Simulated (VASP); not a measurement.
**VASP 6.6.1 run: HfO2**

INCAR

```
GGA = PE
ISIF = 2
NSW = 0
PREC = Accurate
SIGMA = 0.02
LCHARG = .FALSE.
LASPH = .TRUE.
IVDW = 20
IBRION = -1
NBANDS = 13
ENCUT = 520
LWAVE = .FALSE.
LREAL = .FALSE.
ISMEAR = -1
EDIFF = 1E-7
NELM = 100
```

KPOINTS

```
KPOINTS created by Atomic Simulation Environment
0
Gamma
8 8 8
0 0 0
```

POSCAR

```
Hf O
 1.0000000000000000
    -0.0725544609000000    2.5072115047999999    2.5072115047999999
     2.5072115047999999   -0.0725544609000000    2.5072115047999999
     2.5072115047999999    2.5072115047999999   -0.0725544609000000
 Hf  O
   1   2
Cartesian
  0.0000000000000000 -0.0000000000000000 -0.0000000000000000
  1.2464801957765341  1.2464801957765341  1.2464801957765341
  3.6953883529234655  3.6953883529234655  3.6953883529234655
```

The recommended PBE PAW datasets give the neutral cell 22 valence electrons.

Command

```
mpirun -np 1 vasp_std
```

OSZICAR

```
N       E                     dE             d eps       ncg     rms          rms(c)
DAV:   1     0.108966835679E+03    0.10897E+03   -0.13173E+04  1698   0.167E+03
DAV:   2    -0.314560797348E+02   -0.14042E+03   -0.13542E+03  2120   0.352E+02
DAV:   3    -0.359907816443E+02   -0.45347E+01   -0.45317E+01  2175   0.653E+01
DAV:   4    -0.360177420926E+02   -0.26960E-01   -0.26957E-01  2075   0.556E+00
DAV:   5    -0.360180257744E+02   -0.28368E-03   -0.28367E-03  2215   0.507E-01    0.471E+01
DAV:   6    -0.303608964917E+02    0.56571E+01   -0.33385E+01  1880   0.447E+01    0.428E+01
DAV:   7    -0.302638184058E+02    0.97078E-01   -0.93790E-01  2030   0.102E+01    0.290E+01
DAV:   8    -0.302393046932E+02    0.24514E-01   -0.23126E-01  1855   0.561E+00    0.560E+00
DAV:   9    -0.302299916833E+02    0.93130E-02   -0.35621E-02  1720   0.203E+00    0.145E+00
DAV:  10    -0.302300658939E+02   -0.74211E-04   -0.44551E-03  2195   0.602E-01    0.305E-01
DAV:  11    -0.302300467729E+02    0.19121E-04   -0.38885E-04  2010   0.176E-01    0.216E-01
DAV:  12    -0.302300565146E+02   -0.97417E-05   -0.36738E-05  2075   0.535E-02    0.401E-02
DAV:  13    -0.302300569854E+02   -0.47083E-06   -0.51835E-06  2103   0.168E-02    0.123E-02
DAV:  14    -0.302300571051E+02   -0.11969E-06   -0.91169E-07  1740   0.794E-03    0.208E-03
DAV:  15    -0.302300571089E+02   -0.37558E-08   -0.53859E-08   900   0.229E-03
   1 F= -.31200368E+02 E0= -.31200368E+02  d E =-.363028E-12
```

From OUTCAR

```
k-points           NKPTS =     65   k-points in BZ     NKDIM =     65   number of bands    NBANDS=     13

   NELECT =      22.0000    total number of electrons

   dimension x,y,z NGX =    28 NGY =   28 NGZ =   28
   dimension x,y,z NGXF=    56 NGYF=   56 NGZF=   56

  energy-cutoff  :      520.00
  volume of cell :       32.89
      direct lattice vectors                 reciprocal lattice vectors
    -0.072554461  2.507211505  2.507211505    -0.190970504  0.196661557  0.196661557
     2.507211505 -0.072554461  2.507211505     0.196661557 -0.190970504  0.196661557
     2.507211505  2.507211505 -0.072554461     0.196661557  0.196661557 -0.190970504

 k-points in reciprocal lattice and weights: KPOINTS created by Atomic Simulation Env
   0.00000000  0.00000000  0.00000000       0.002
   0.12500000  0.00000000  0.00000000       0.012
   0.25000000  0.00000000  0.00000000       0.012
   0.37500000  0.00000000 -0.00000000       0.012
   0.50000000  0.00000000  0.00000000       0.006
   0.12500000  0.12500000  0.00000000       0.012
   0.25000000  0.12500000  0.00000000       0.023
   0.37500000  0.12500000  0.00000000       0.023
   ...

 E-fermi :   4.6611

 k-point     1 :       0.0000    0.0000    0.0000
  band No.  band energies     occupation
      1     -25.5369      2.00000
      2     -25.5369      2.00000
      3     -25.5248      2.00000
      4     -14.4778      2.00000
      5     -11.4901      2.00000
      6      -1.1356      2.00000
      7      -1.1356      2.00000
      8      -0.9825      2.00000
      9       3.5336      2.00000
     10       3.6234      2.00000
     11       3.6234      2.00000
     12       8.0581      0.00000
     13       8.0581      0.00000

 k-point     2 :       0.1250    0.0000    0.0000
  band No.  band energies     occupation
      1     -25.5982      2.00000
      2     -25.5425      2.00000
      3     -25.5334      2.00000
      4     -14.2805      2.00000
      5     -11.6500      2.00000
      6      -0.9856      2.00000
      7      -0.8690      2.00000
      8      -0.7091      2.00000
      9       3.1489      2.00000
     10       3.3034      2.00000
     11       3.3375      2.00000
     12       8.3060      0.00000
     13       8.3512      0.00000

 k-point     3 :       0.2500    0.0000    0.0000
  band No.  band energies     occupation
      1     -25.7449      2.00000
      2     -25.5561      2.00000
      3     -25.5501      2.00000
      4     -13.8076      2.00000
      5     -11.9816      2.00000
      6      -0.6047      2.00000
      7      -0.5205      2.00000
      8       0.2266      2.00000
      9       2.2526      2.00000
     10       2.7891      2.00000
     11       2.8426      2.00000
     12       8.6510      0.00000
     13       8.8240      0.00000

 k-point     4 :       0.3750    0.0000   -0.0000
  band No.  band energies     occupation
      1     -25.8848      2.00000
      2     -25.5697      2.00000
      3     -25.5666      2.00000
      4     -13.3780      2.00000
      5     -12.2023      2.00000
      6      -0.1987      2.00000
      7      -0.1922      2.00000
      8       1.1211      2.00000
      9       1.4859      2.00000
     10       2.3800      2.00000
     11       2.5617      2.00000
     12       8.6652      0.00000
     13       8.9751      0.00000

 ...

  Total      -1.35169    -1.35169    -1.35169     0.35416     0.35416     0.35416
  in kB     -65.84704   -65.84704   -65.84704    17.25256    17.25256    17.25256
  external pressure =      -65.85 kB  Pullay stress =        0.00 kB

 POSITION                                       TOTAL-FORCE (eV/Angst)
 -----------------------------------------------------------------------------------
      0.00000      0.00000      0.00000        -0.000000      0.000000      0.000000
      1.24648      1.24648      1.24648         0.006214      0.006214      0.006214
      3.69539      3.69539      3.69539        -0.006214     -0.006214     -0.006214
 -----------------------------------------------------------------------------------
    total drift:                               -0.000000     -0.000000     -0.000000

  FREE ENERGIE OF THE ION-ELECTRON SYSTEM (eV)
  ---------------------------------------------------
  free  energy   TOTEN  =       -31.2003682555 eV

  energy  without entropy=      -31.2003682555  energy(sigma->0) =      -31.20036826
```

It converged. Results: gap between bands v and c on the k mesh 3.79 eV; least direct gap on the k mesh 3.79 eV; pressure -6.6 GPa. Band v is the last that the valence electrons fill when counted band by band, and c is the next.

For comparison, a separate PBE run of the intended cell, on usual settings and not on those above, gives a gap of 3.79 eV on its mesh and a pressure of -1.8 GPa.

The run above took about 34 s on one core of a shared host (Intel Xeon Platinum 8488C) and held 0.18 GiB at most.
